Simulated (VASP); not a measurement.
# CdSe (Fm-3m) in VASP: single point with HSE06

Aim: the single point of CdSe with HSE06.

All numbers are computed with VASP 6.6.1; they aren't measurements. Logs are shortened: lines on timing, memory, paths and dates and some standing lists are left out, and cuts for length are marked.

## Step 1: The crystal as given

Symmetry: Fm-3m, No. 225, cubic system. The conventional cell has a = 5.638 Å, b = 5.638 Å, c = 5.638 Å, α = 90.00°, β = 90.00°, γ = 90.00°. Cd (site symmetry m-3m) is surrounded by 6 Se at 2.82 Å. Around Se (site symmetry m-3m) lie 6 Cd at 2.82 Å.

Measurements of this composition are mostly on another form, of space group No. 186.

## Step 2: Single point, HSE06

POSCAR

```
CdSe
1.0
    0.0000000000      2.8187600000      2.8187600000
    2.8187600000      0.0000000000      2.8187600000
    2.8187600000      2.8187600000      0.0000000000
Cd Se
1 1
Direct
    0.0000000000      0.0000000000      0.0000000000
    0.5000000000      0.5000000000      0.5000000000
```

INCAR.step1

```
SYSTEM = CdSe
PREC = Accurate
ENCUT = 520
EDIFF = 1E-5
ISMEAR = 0
SIGMA = 0.1
LREAL = .False.
LASPH = .True.
NELM = 60
ALGO = Normal
ISIF = 2
LWAVE = .True.
LCHARG = .False.
GGA = PE
```

INCAR.step2

```
SYSTEM = CdSe
PREC = Accurate
ENCUT = 520
EDIFF = 1E-6
ISMEAR = 0
SIGMA = 0.1
LREAL = .False.
LASPH = .True.
NELM = 60
ALGO = Normal
ISIF = 2
LWAVE = .False.
LCHARG = .False.
GGA = PE
LHFCALC = .True.
HFSCREEN = 0.2
PRECFOCK = Fast
ISTART = 1
```

KPOINTS

```
regular mesh
0
Gamma
  6 6 6
  0 0 0
```

Potentials or basis: VASP PAW PBE potentials, release 64 (Cd, Se).

The run is started by

```console
> cat potpaw_PBE.64/Cd/POTCAR potpaw_PBE.64/Se/POTCAR > POTCAR
> cp INCAR.step1 INCAR
> mpirun -np 1 vasp_std > vasp.out
> cp INCAR.step2 INCAR
> mpirun -np 1 vasp_std > vasp.out
```

OUTCAR:

```text
SYSTEM = CdSe
   PREC = Accurate
   ENCUT = 520
   EDIFF = 1E-6
   ISMEAR = 0
   LREAL = .False.
   LASPH = .True.
   NELM = 60
   ISIF = 2
   GGA = PE
   LHFCALC = .True.
   HFSCREEN = 0.2
   PRECFOCK = Fast
   ISTART = 1

 ion  position               nearest neighbor table
   1  0.000  0.000  0.000-   2 2.82   2 2.82   2 2.82   2 2.82   2 2.82   2 2.82
   2  0.500  0.500  0.500-   1 2.82   1 2.82   1 2.82   1 2.82   1 2.82   1 2.82

  LATTYP: Found a face centered cubic cell.
 ALAT       =     5.6375200000

  Lattice vectors:

 A1 = (   0.0000000000,   2.8187600000,   2.8187600000)
 A2 = (   2.8187600000,   0.0000000000,   2.8187600000)
 A3 = (   2.8187600000,   2.8187600000,   0.0000000000)

Analysis of symmetry for initial positions (statically):
=====================================================================
 Subroutine PRICEL returns:
 Original cell was already a primitive cell.

 Routine SETGRP: Setting up the symmetry group for a
 face centered cubic supercell.

 Subroutine GETGRP returns: Found 48 space group operations
 (whereof 48 operations were pure point group operations)
 out of a pool of 48 trial point group operations.

The static configuration has the point symmetry O_h .

Analysis of symmetry for dynamics (positions and initial velocities):
=====================================================================
 Subroutine PRICEL returns:
 Original cell was already a primitive cell.

 Routine SETGRP: Setting up the symmetry group for a
 face centered cubic supercell.

 Subroutine GETGRP returns: Found 48 space group operations
 (whereof 48 operations were pure point group operations)
 out of a pool of 48 trial point group operations.

The dynamic configuration has the point symmetry O_h .

 Subroutine INISYM returns: Found 48 space group operations
 (whereof 48 operations are pure point group operations),
 and found     1 'primitive' translations

----------------------------------------------------------------------------------------

                                     Primitive cell

  volume of cell :      44.7924

  direct lattice vectors                    reciprocal lattice vectors
     0.000000000  2.818760000  2.818760000    -0.177382963  0.177382963  0.177382963
     2.818760000  0.000000000  2.818760000     0.177382963 -0.177382963  0.177382963
     2.818760000  2.818760000  0.000000000     0.177382963  0.177382963 -0.177382963

  length of vectors
     3.986328621  3.986328621  3.986328621     0.307236304  0.307236304  0.307236304

  position of ions in fractional coordinates (direct lattice)
     0.000000000  0.000000000  0.000000000
     0.500000000  0.500000000  0.500000000

  ion indices of the primitive-cell ions
   primitive index   ion index
                 1           1
                 2           2

----------------------------------------------------------------------------------------

 KPOINTS: regular mesh

Automatic generation of k-mesh.
 Grid dimensions read from file:
 generate k-points for:    6    6    6

 Generating k-lattice:

  Cartesian coordinates                     Fractional coordinates (reciprocal lattice)
    -0.029563827  0.029563827  0.029563827     0.166666667  0.000000000  0.000000000
     0.029563827 -0.029563827  0.029563827     0.000000000  0.166666667  0.000000000
     0.029563827  0.029563827 -0.029563827     0.000000000  0.000000000  0.166666667

  Length of vectors
     0.051206051  0.051206051  0.051206051

  Shift w.r.t. Gamma in fractional coordinates (k-lattice)
     0.000000000  0.000000000  0.000000000

 Subroutine IBZKPT returns following result:
 ===========================================

 Found     16 irreducible k-points:

 Following reciprocal coordinates:
            Coordinates               Weight
  0.000000  0.000000  0.000000      1.000000
  0.166667  0.000000  0.000000      8.000000
  0.333333  0.000000  0.000000      8.000000
  0.500000  0.000000  0.000000      4.000000
  0.166667  0.166667  0.000000      6.000000
  0.333333  0.166667  0.000000     24.000000
[... 8 lines left out ...]
 -0.333333  0.333333  0.166667     24.000000
 -0.333333  0.500000  0.166667     12.000000
   k-points           NKPTS =     16   k-points in BZ     NKDIM =    216   number of bands    NBANDS=     13
   number of dos      NEDOS =    301   number of ions     NIONS =      2
   total plane-waves  NPLWV =  27000
   dimension x,y,z NGX =    30 NGY =   30 NGZ =   30
   dimension x,y,z NGXF=    60 NGYF=   60 NGZF=   60
   ions per type =               1   1
   NGX,Y,Z   is equivalent  to a cutoff of  12.51, 12.51, 12.51 a.u.
   NGXF,Y,Z  is equivalent  to a cutoff of  25.02, 25.02, 25.02 a.u.
 SYSTEM =  CdSe
   PREC   = accura    normal or accurate (medium, high low for compatibility)
   ISTART =      1    job   : 0-new  1-cont  2-samecut
   ICHARG =      0    charge: 1-file 2-atom 10-const
   ISPIN  =      1    spin polarized calculation?
   LNONCOLLINEAR =      F non collinear calculations
   LSORBIT =      F    spin-orbit coupling
   LASPH  =      T    aspherical Exc in radial PAW
   ENCUT  =  520.0 eV  38.22 Ry    6.18 a.u.   7.41  7.41  7.41*2*pi/ulx,y,z
   NELM   =     60;   NELMIN=  2; NELMDL=  0     # of ELM steps
   EDIFF  = 0.1E-05   stopping-criterion for ELM
   LREAL  =      F    real-space projection
   EDIFFG = 0.1E-04   stopping-criterion for IOM
   NSW    =      0    number of steps for IOM
   IBRION =     -1    ionic relax: 0-MD 1-quasi-New 2-CG
   NFREE  =      0    steps in history (QN), initial steepest desc. (CG)
   ISIF   =      2    stress and relaxation
   ISYM   =      3    0-nonsym 1-usesym 2-fastsym
   POTIM  = 0.5000    time-step for ionic-motion
   TEBEG  =    0.0;   TEEND  =   0.0 temperature during run
   PSTRESS=    0.0 pullay stress
   NELECT =      18.0000    total number of electrons
   NUPDOWN=      -1.0000    fix difference up-down
   EMIN   =  10.00;   EMAX   =-10.00  energy-range for DOS
   EFERMI =   0.00;   METHOD = LEGACY
   ISMEAR =     0;   SIGMA  =   0.10  broadening in eV -4-tet -1-fermi 0-gaus
   EFERMI_NEDOS =   21; number of points for ismear=-14 and -15
   IALGO  =     38    algorithm
   IMIX   =      1    mixing-type and parameters
     AMIX     =   0.40;   BMIX     =  1.00
     AMIX_MAG =   1.60;   BMIX_MAG =  1.00
  volume/ion in A,a.u.               =      22.40       151.14
  Fermi-wavevector in a.u.,A,eV,Ry     =   1.208085  2.282950 19.857293  1.459470
  Thomas-Fermi vector in A             =   2.343704
   LORBIT       =      0    0 simple, 1 ext, 2 COOP (PROOUT), +10 PAW based schemes
   GGA     = PE    functional components
   LHFCALC =     T    Hartree Fock is set to
   PRECFOCK=fast      Normal, Fast or Accurate (Low or Medium for compatibility)
   ENCUT4O =  -1.0   cutoff for four orbital integrals eV
   NKREDX  =     1    reduce k-point grid by
   NKREDY  =     1    reduce k-point grid by
   NKREDZ  =     1    reduce k-point grid by
   AEXX    =    0.2500 exact exchange contribution
   HFSCREEN=    0.2000 screening length (either q_TF or 0.3 A-1)
   HFSCREENC=   0.2000 screening length for correlation (either q_TF or 0.3 A-1)
   ENCUTFOCK=  -1.0 apply spherical cutoff to Coloumb kernel
   IVDW    =     0    specifies the selected vdW correction
   LEPSILON=     F    determine dielectric tensor
   LRPA    =     F    only Hartree local field effects (RPA)
 non-spin polarized calculation
 Gauss-broadening in eV      SIGMA  =   0.10
  energy-cutoff  :      520.00
  volume of cell :       44.79
 maximum number of plane-waves:      1243
 NGX is ok and might be reduce to    30
  NGX = 18; NGY = 18; NGZ = 18

 number of electron      17.9999992 magnetization

 Free energy of the ion-electron system (eV)
  ---------------------------------------------------
  ext. energy  EPLUGINS =         0.00000000
  ---------------------------------------------------
  free energy    TOTEN  =        -6.54148963 eV

  energy without entropy =       -6.54143038  energy(sigma->0) =       -6.54146000

 E-fermi :   2.4164     XC(G=0):  -8.4862

 val. band max:        2.1960284959   @ k =  -0.1667   0.1667   0.0000
 cond. band min:       2.5997596948   @ k =   0.5000   0.5000   0.0000
 fundamental gap:      0.4037311989
 Fermi energy:         2.4163733864

 k-point     1 :       0.0000    0.0000    0.0000
  band No.  band energies     occupation
      1     -12.2234      2.00000
      2      -7.1384      2.00000
      3      -7.1384      2.00000
      4      -7.0982      2.00000
      5      -7.0982      2.00000
      6      -7.0982      2.00000
      7       1.5289      2.00000
      8       1.5289      2.00000
      9       1.5289      2.00000
     10       3.4858      0.00000
     11      11.9179      0.00000
     12      11.9179      0.00000
     13      11.9179      0.00000

 k-point     2 :       0.1667    0.0000    0.0000
  band No.  band energies     occupation
      1     -11.9807      2.00000
      2      -7.2008      2.00000
      3      -7.2008      2.00000
      4      -7.1175      2.00000
      5      -7.0628      2.00000
      6      -7.0628      2.00000
      7      -0.4702      2.00000
      8       1.6717      2.00000
      9       1.6717      2.00000
     10       5.3376      0.00000
     11      10.2445      0.00000
     12      11.0895      0.00000
     13      11.0895      0.00000

 k-point     3 :       0.3333    0.0000    0.0000
  band No.  band energies     occupation
      1     -11.4063      2.00000
      2      -7.3283      2.00000
      3      -7.3283      2.00000
      4      -7.1896      2.00000
      5      -6.9836      2.00000
      6      -6.9836      2.00000
      7      -2.5861      2.00000
      8       1.9929      2.00000
      9       1.9929      2.00000
     10       6.2545      0.00000
     11       9.2229      0.00000
     12       9.2229      0.00000
     13       9.8335      0.00000

 k-point     4 :       0.5000    0.0000    0.0000
  band No.  band energies     occupation
      1     -11.0503      2.00000
      2      -7.3904      2.00000
      3      -7.3904      2.00000
      4      -7.2624      2.00000
      5      -6.9430      2.00000
      6      -6.9430      2.00000
      7      -3.4331      2.00000
      8       2.1796      1.99919
      9       2.1796      1.99919
     10       6.0704      0.00000
     11       8.4722      0.00000
     12       8.4722      0.00000
     13      10.0320      0.00000

 k-point     5 :       0.1667    0.1667    0.0000
  band No.  band energies     occupation
      1     -11.9217      2.00000
      2      -7.2497      2.00000
      3      -7.1282      2.00000
      4      -7.1172      2.00000
      5      -7.0573      2.00000
      6      -7.0573      2.00000
      7      -0.1251      2.00000
      8       1.1011      2.00000
      9       1.1011      2.00000
     10       6.0052      0.00000
     11       9.4508      0.00000
     12      10.1799      0.00000
     13      11.8050      0.00000
[... 129 lines left out ...]
 k-point    14 :       0.5000    0.3333    0.1667
  band No.  band energies     occupation
      1     -11.2490      2.00000
      2      -7.2434      2.00000
      3      -7.1455      2.00000
      4      -7.1150      2.00000
      5      -6.9493      2.00000
      6      -6.8308      2.00000
      7      -2.2043      2.00000
      8      -0.4008      2.00000
      9       0.9199      2.00000
     10       5.9381      0.00000
     11       8.9645      0.00000
     12       9.7584      0.00000
     13      11.6937      0.00000

 k-point    15 :      -0.3333    0.3333    0.1667
  band No.  band energies     occupation
      1     -11.1128      2.00000
      2      -7.2884      2.00000
      3      -7.1146      2.00000
      4      -7.0911      2.00000
      5      -6.9133      2.00000
      6      -6.6488      2.00000
      7      -2.5184      2.00000
      8      -0.7453      2.00000
      9       0.3239      2.00000
     10       6.4072      0.00000
     11       8.3938      0.00000
     12      11.0423      0.00000
     13      11.1593      0.00000

 k-point    16 :      -0.3333    0.5000    0.1667
  band No.  band energies     occupation
      1     -11.1731      2.00000
      2      -7.1947      2.00000
      3      -7.1601      2.00000
      4      -6.9974      2.00000
      5      -6.8838      2.00000
      6      -6.3495      2.00000
      7      -2.0425      2.00000
      8      -0.9199      2.00000
      9      -0.8638      2.00000
     10       5.0398      0.00000
     11       9.5581      0.00000
     12      10.7465      0.00000
     13      12.0969      0.00000

------------------------ aborting loop because EDIFF is reached ----------------------------------------

  FORCE on cell =-STRESS in cart. coord.  units (eV):
  Direction    XX          YY          ZZ          XY          YZ          ZX
  --------------------------------------------------------------------------------------
  -------------------------------------------------------------------------------------
  Total        0.6110247      0.6110247      0.6110247      0.0000000      0.0000000     -0.0000000
  in kB       21.8557163     21.8557163     21.8557163      0.0000000      0.0000000     -0.0000000
  external PRESSURE =      21.8557163 kB  Pullay stress =       0.0000000 kB

 VOLUME and BASIS-vectors are now :
 -----------------------------------------------------------------------------
  energy-cutoff  :      520.00
  volume of cell :       44.79
      direct lattice vectors                 reciprocal lattice vectors
     0.000000000  2.818760000  2.818760000    -0.177382963  0.177382963  0.177382963
     2.818760000  0.000000000  2.818760000     0.177382963 -0.177382963  0.177382963
     2.818760000  2.818760000  0.000000000     0.177382963  0.177382963 -0.177382963

 POSITION                                       TOTAL-FORCE (eV/Angst)
 -----------------------------------------------------------------------------------
      0.00000      0.00000      0.00000         0.000000      0.000000      0.000000
      2.81876      2.81876      2.81876        -0.000000     -0.000000     -0.000000
 -----------------------------------------------------------------------------------
    total drift:                                0.000006      0.000009      0.000009

  FREE ENERGIE OF THE ION-ELECTRON SYSTEM (eV)
  ---------------------------------------------------
  free  energy   TOTEN  =        -6.5414896283 eV

  energy  without entropy=       -6.5414303812  energy(sigma->0) =       -6.54146000
```

Run time: 15 min. Hardware: 1 thread of Intel Xeon Platinum 8488C (Sapphire Rapids), shared host; peak memory 0.28 GiB.

Results:

| Item | Value |
| --- | --- |
| Free energy | -6.5415 eV |
| Pressure | 2.2 GPa |
| Band gap on the k mesh | 0.40 eV, indirect (least direct gap 1.96 eV) |

Caveat: the PAW data sets were made with another functional, which shifts forces and pressure a little.
